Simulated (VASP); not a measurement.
# Hf (Im-3m) in VASP: a series of runs, part 2 of 2

VASP 6.6.1.

## 5. Relaxation of cell and atoms, PBEsol, target pressure 12 GPa, at which the enthalpy is minimised

This run uses another cell than the first one, of 19.62 Å³/atom, 1.248 times its volume.

Input file INCAR:

```
PREC = Accurate
ENCUT = 520
EDIFF = 1E-7
ISMEAR = 0
SIGMA = 0.1
LREAL = False
LASPH = True
NELM = 100
ALGO = Normal
ISIF = 3
LWAVE = False
LCHARG = False
GGA = PS
IBRION = 2
NSW = 80
EDIFFG = -0.002
PSTRESS = 120.0
```

Input file KPOINTS:

```
Automatic mesh
0
Gamma
  4 4 4
```

Input file POSCAR:

```
Hf                                      
1.0
   -1.6991626500      1.6991626500      1.6991626500
    1.6991626500     -1.6991626500      1.6991626500
    1.6991626500      1.6991626500     -1.6991626500
  Hf            
     1
Direct
     0.0000000000000000    0.0000000000000000    0.0000000000000000
```

Potentials or basis: VASP PAW PBE potentials, release 64 (Hf_pv).

The run is started by

```console
cat potpaw_PBE.64/Hf_pv/POTCAR > POTCAR
mpirun -np 1 vasp_std > vasp.out
```

OUTCAR:

```text
PREC = Accurate
   ENCUT = 520
   EDIFF = 1E-7
   ISMEAR = 0
   LREAL = False
   LASPH = True
   NELM = 100
   ISIF = 3
   GGA = PS
   IBRION = 2
   NSW = 80
   EDIFFG = -0.002
   PSTRESS = 120.0

 ion  position               nearest neighbor table
   1  0.000  0.000  0.000-

  LATTYP: Found a body centered cubic cell.
 ALAT       =     3.3983253000

  Lattice vectors:

 A1 = (  -1.6991626500,   1.6991626500,   1.6991626500)
 A2 = (   1.6991626500,  -1.6991626500,   1.6991626500)
 A3 = (   1.6991626500,   1.6991626500,  -1.6991626500)

Analysis of symmetry for initial positions (statically):
=====================================================================
 Subroutine PRICEL returns:
 Original cell was already a primitive cell.

 Routine SETGRP: Setting up the symmetry group for a
 body centered cubic supercell.

 Subroutine GETGRP returns: Found 48 space group operations
 (whereof 48 operations were pure point group operations)
 out of a pool of 48 trial point group operations.

The static configuration has the point symmetry O_h .

Analysis of symmetry for dynamics (positions and initial velocities):
[... 129 lines left out ...]
 NGX is ok and might be reduce to    24
   NGX = 11   NGY = 11   NGZ = 11

--------------------------------------- Ionic step        1  -------------------------------------------

 number of electron      10.0000001 magnetization

 Free energy of the ion-electron system (eV)
  ---------------------------------------------------
  ext. energy  EPLUGINS =         0.00000000
  ---------------------------------------------------
  free energy    TOTEN  =       -10.31611570 eV

  energy without entropy =      -10.29496990  energy(sigma->0) =      -10.30554280

------------------------ aborting loop because EDIFF is reached ----------------------------------------

  FORCE on cell =-STRESS in cart. coord.  units (eV):
  Direction    XX          YY          ZZ          XY          YZ          ZX
  --------------------------------------------------------------------------------------
  -------------------------------------------------------------------------------------
  Total        1.4717633      1.4717633      1.4717633     -0.0000000      0.0000000     -0.0000000
  in kB      120.1665762    120.1665762    120.1665762     -0.0000000      0.0000000     -0.0000000
  external PRESSURE =       0.1665762 kB  Pullay stress =     120.0000000 kB
[... 61 lines left out ...]
--------------------------------------- Ionic step        3  -------------------------------------------

 number of electron      10.0000001 magnetization

 Free energy of the ion-electron system (eV)
  ---------------------------------------------------
  ext. energy  EPLUGINS =         0.00000000
  ---------------------------------------------------
  free energy    TOTEN  =       -10.31626702 eV

  energy without entropy =      -10.29512203  energy(sigma->0) =      -10.30569452

 E-fermi :   5.3201     XC(G=0): -12.0120

 val. band max:        4.9477487936   @ k =  -0.2500   0.2500   0.2500
 cond. band min:       5.3275781720   @ k =   0.2500   0.2500   0.0000
 fundamental gap:      0.3798293784
 Fermi energy:         5.3200711485

 k-point     1 :       0.0000    0.0000    0.0000
  band No.  band energies     occupation
      1     -24.0141      2.00000
      2     -24.0141      2.00000
      3     -24.0141      2.00000
      4      -2.1158      2.00000
      5       6.8836      0.00000
      6       6.8836      0.00000
      7       6.8836      0.00000
      8      10.0916      0.00000
      9      10.0916      0.00000
[... 114 lines left out ...]
  energy  without entropy=      -10.2951220251  energy(sigma->0) =      -10.30569452

  enthalpy is  TOTEN    =        -8.8463926132 eV   P V=        1.4698744030

 reached required accuracy - stopping structural energy minimisation
```

CONTCAR:

```text
Hf
   1.00000000000000
    -1.6992209633165349    1.6992209633165349    1.6992209633165349
     1.6992209633165349   -1.6992209633165349    1.6992209633165349
     1.6992209633165349    1.6992209633165349   -1.6992209633165349
  Hf
     1
Direct
     0.0000000000000000    0.0000000000000000    0.0000000000000000

  0.00000000E+00  0.00000000E+00  0.00000000E+00
```

It took 5 s on 1 thread of AMD EPYC 7R13 (Zen 3), shared host; peak memory 0.1 GiB.

Results:

* Free energy: -10.3163 eV
* Relaxed volume: 19.62 Å³/atom
* Relaxed cell: a = 2.943 Å, b = 2.943 Å, c = 2.943 Å, α = 109.47°, β = 109.47°, γ = 109.47°
* Space group after relaxing (to 0.05 Å): Im-3m (No. 229)
* Energy change on relaxing (the enthalpy is what falls): -0.2 meV/atom
* Ionic steps: 3
* Pressure after relaxing: 12.0 GPa
* Band gap on the k mesh: none (metal or under the smearing width)

Step by step:
```tsv
step	energy change (eV)	largest force (eV/Å)	pressure (GPa)	volume (Å³)
1	0.0000	0.0000	12.02	19.62
2	-0.0004	0.0000	11.97	19.63
3	-0.0002	0.0000	12.00	19.62
```

Final structure:
```
CELL_PARAMETERS angstrom
-1.69922 1.69922 1.69922
1.69922 -1.69922 1.69922
1.69922 1.69922 -1.69922
ATOMIC_POSITIONS crystal
Hf 0.00000 0.00000 0.00000
```

Caveat: the k mesh is coarse (spacing up to 0.65 Å⁻¹), so the values aren't converged; the cell is relaxed towards a set pressure, so the enthalpy falls and the energy may rise; the PAW data sets were made with another functional, which shifts forces and pressure a little.

## 6. Relaxation of cell and atoms, PBEsol, target pressure 0.0001 GPa, at which the enthalpy is minimised

This run uses another cell than the first one, of 19.62 Å³/atom, 1.248 times its volume.

INCAR, as its differences from that of step 5:

```diff
@@ -16,2 +16,2 @@
 EDIFFG = -0.002
-PSTRESS = 120.0
+PSTRESS = 0.001
```

KPOINTS is that of step 5.

Input file POSCAR:

```
Hf                                      
1.0
   -1.6992209633      1.6992209633      1.6992209633
    1.6992209633     -1.6992209633      1.6992209633
    1.6992209633      1.6992209633     -1.6992209633
  Hf            
     1
Direct
     0.0000000000000000    0.0000000000000000    0.0000000000000000
```

Potentials or basis: VASP PAW PBE potentials, release 64 (Hf_pv).

The run is started by

```console
cat potpaw_PBE.64/Hf_pv/POTCAR > POTCAR
mpirun -np 1 vasp_std > vasp.out
```

Run time: 24 s. Hardware: 1 thread of AMD EPYC 7R13 (Zen 3), shared host; peak memory 0.11 GiB.

Results (log left out):

```
Free energy                                            : -10.3764 eV
Relaxed volume                                         : 21.35 Å³/atom
Relaxed cell                                           : a = 3.027 Å, b = 3.027 Å, c = 3.027 Å, α = 109.47°, β = 109.47°, γ = 109.47°
Space group after relaxing (to 0.05 Å)                 : Im-3m (No. 229)
Energy change on relaxing (the enthalpy is what falls) : -60.2 meV/atom
Ionic steps                                            : 18
Pressure after relaxing                                : 0.0 GPa
Band gap on the k mesh                                 : none (metal or under the smearing width)
```

The path:
```tsv
step	energy change (eV)	largest force (eV/Å)	pressure (GPa)	volume (Å³)
1	0.0000	0.0000	12.00	19.62
2	0.0402	0.0000	-10.55	24.10
3	-0.0601	0.0000	-0.42	21.42
4	-0.0602	0.0000	-0.05	21.36
5	-0.0602	0.0000	0.15	21.32
6	-0.0602	0.0000	0.16	21.32
7	-0.0602	0.0000	0.13	21.32
8	-0.0602	0.0000	0.13	21.32
9	-0.0602	0.0000	0.13	21.32
10	-0.0602	0.0000	0.13	21.32
11	-0.0602	0.0000	0.13	21.32
12	-0.0602	0.0000	0.14	21.33
13	-0.0602	0.0000	0.14	21.33
14	-0.0602	0.0000	0.11	21.33
15	-0.0602	0.0000	0.09	21.33
16	-0.0602	0.0000	0.05	21.34
17	-0.0602	0.0000	-0.03	21.35
18	-0.0602	0.0000	0.00	21.35
```

Final structure:
```xyz
1
Lattice="-1.7476 1.7476 1.7476 1.7476 -1.7476 1.7476 1.7476 1.7476 -1.7476" Properties=species:S:1:pos:R:3 pbc="T T T"
Hf    0.0000    0.0000    0.0000
```

Levels at points of the mesh, in eV from the Fermi level:
```tsv
k point	band 1	band 2	band 3	band 4	band 5	band 6	band 7	band 8	band 9
(0.00, 0.00, 0.00)	-29.62	-29.62	-29.62	-7.16	1.55	1.55	1.55	4.49	4.49
(0.50, 0.00, 0.00)	-30.58	-29.93	-29.63	-3.50	-0.58	1.32	4.33	5.38	8.03
(0.50, 0.50, 0.50)	-30.29	-30.29	-30.29	-2.75	-2.75	7.13	7.13	7.13	7.64
```

Caveat: the k mesh is coarse (spacing up to 0.65 Å⁻¹), so the values aren't converged; the cell is relaxed towards a set pressure, so the enthalpy falls and the energy may rise; the PAW data sets were made with another functional, which shifts forces and pressure a little. Zero-point motion and thermal expansion aren't in these numbers.

## 7. Summary

```csv
cell,target pressure,gap on the mesh (eV),pressure (GPa)
relaxed to 75 GPa,75 GPa,none,75.0
relaxed to 12 GPa,12 GPa,none,12.0
relaxed to 0.0001 GPa,0.0001 GPa,none,0.0
```

Alike in all rows: task relaxation of cell and atoms; level PBEsol; potentials or basis VASP PAW PBE potentials, release 64 (Hf_pv); no spin polarisation; k mesh 4 × 4 × 4; cutoff (eV) 520; smearing gaussian 0.1 eV; the mesh is coarse, so values aren't converged.

Caveats: all runs use coarse meshes; the cell is relaxed towards a set pressure, so the enthalpy falls and the energy may rise; the PAW data sets were made with another functional, which shifts forces and pressure a little; the relaxation stopped at its first step, so nothing moved (some runs).

Total energies depend on the potentials used, so only differences within one code and one set of settings carry meaning.
